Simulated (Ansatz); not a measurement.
**SiC: relaxation step by step**

Recipe of this trial structure of SiC: 4-connected net, two elements alternating (P4_12_12, No. 92). Lengths were set from tabulated atomic sizes, so they are only a guess.

```yaml
crystal:
  lattice:
    - [5.06184, 0.00000, 0.00000]
    - [0.00000, 5.06184, 0.00000]
    - [0.00000, 0.00000, 2.76332]
  atoms:
    - { symbol: Si, position: [0.66924, 0.66924, 0.50000] }
    - { symbol: Si, position: [0.16924, 0.83076, 0.25000] }
    - { symbol: Si, position: [0.33076, 0.33076, 0.00000] }
    - { symbol: Si, position: [0.83076, 0.16924, 0.75000] }
    - { symbol: C, position: [0.83076, 0.83076, 0.00000] }
    - { symbol: C, position: [0.33076, 0.66924, 0.75000] }
    - { symbol: C, position: [0.16924, 0.16924, 0.50000] }
    - { symbol: C, position: [0.66924, 0.33076, 0.25000] }
```

Computed with Ansatz, DFT PBE, scalar-relativistic, plane waves, PAW. Cutoff 420 eV, Gaussian smearing, Γ-centred meshes. Cell and atoms relax first on a coarse mesh and then on a converged one. In between, the cell is made exact in the group found at 0.06 Å. The steps can't lower the symmetry of their start. No spin polarisation.

Steps on the 4×4×6 mesh (8 atoms, 8 steps). The free energy counts from the last step; the plane-wave basis is renewed at times, which shifts energy and pressure.

```csv
step,ΔF (meV/atom),V (Å³/atom),P (GPa),largest force component (eV/Å)
1,203.9,8.85,46.45,0.182
2,60.6,9.53,21.65,0.191
3,7.9,10.23,3.55,0.096
4,6.7,10.42,-0.16,0.155
5,6.0,10.40,-0.03,0.017
6,0.1,10.40,0.71,0.019
7,0.1,10.44,0.01,0.001
8,0.0,10.44,0.02,0.001
```

The relaxed structure, after a last relaxation on the converged mesh:

```
Si C
1.0
     5.33662    0.00000    0.00000
     0.00000    5.33662    0.00000
     0.00000    0.00000    2.93292
Si C
4 4
Direct
  0.67179 0.67179 0.50000
  0.17179 0.82821 0.25000
  0.32821 0.32821 0.00000
  0.82821 0.17179 0.75000
  0.82947 0.82947 0.00000
  0.32947 0.67053 0.75000
  0.17053 0.17053 0.50000
  0.67053 0.32947 0.25000
```

The symmetry stays P4_12_12 (No. 92). The volume per atom grows by 18.0 %, from 8.9 to 10.4 Å³. The shortest distance goes from 1.80 Å (Si–C) to 1.89 Å (Si–C). The energy falls by about 0.20 eV/atom (the start's value is from the coarse mesh). Si has 4 C at 1.89–1.97 Å; C has 4 Si at 1.89–1.97 Å.

| Item | Value |
| --- | --- |
| Volume per atom | 10.44 Å³ |
| Density | 3.19 g/cm³ |
| Formation energy | +0.359 eV/atom |
| Gap on the 8×8×12 mesh of the 8-atom cell | 0.49 eV |

The zero of energy is the elements' standard structures at the same level; no fitted shifts are applied.

The last run used Gaussian smearing of 0.02 eV. Kohn–Sham gaps at this level usually fall short of measured ones. The reference form of C is held partly by dispersion forces, which this level lacks. Symmetry constrained the relaxation, so the result can be a saddle point. In all, the 3 runs took 2.4 min on 1 thread of Arm Neoverse V1, on a shared host.
